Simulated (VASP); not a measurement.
Runs of VASP 6.6.1 on Mg. Symmetry: P6_3/mmc, No. 194, hexagonal system. The conventional cell has a = 3.209 Å, b = 3.209 Å, c = 5.210 Å, α = 90.00°, β = 90.00°, γ = 120.00°. Around Mg (site symmetry -6m2) lie 12 Mg at 3.20 to 3.21 Å. 

```csv
task,level,cell,cutoff (eV),exchange at q = 0,gap on the mesh (eV),pressure (GPa),relaxed volume (Å³/atom)
band structure,PBEsol0,as given,520,default,-,-1.3,-
relaxation of cell and atoms,B3LYP,relaxed,600,truncated,none,0.0,22.80
relaxation of cell and atoms,HSE03,relaxed,600,-,none,0.0,22.86
relaxation of cell and atoms,PBEsol0,relaxed,600,truncated,none,0.0,(a)
band structure,HSE03,as given,520,-,-,-0.6,-
band structure,B3LYP,as given,520,default,-,(b),-
```

Alike in all rows: potentials or basis VASP PAW PBE potentials, release 64 (Mg); no spin polarisation; k mesh 5 × 5 × 3; smearing fermi-dirac 0.05 eV; the mesh is coarse, so values aren't converged.

Q: Fill in the values left out.

A: (a) 22.28; (b) -0.4.

Caveats: all runs use coarse meshes; the PAW data sets were made with another functional, which shifts forces and pressure a little; an unscreened hybrid on a path of extra k points without a Coulomb cutoff has errors near the mesh points, so the bands along the path aren't reliable (some runs).

A gap of «none» marks a metal or a gap under the smearing width.

Runs at the PBE level aren't shown here.
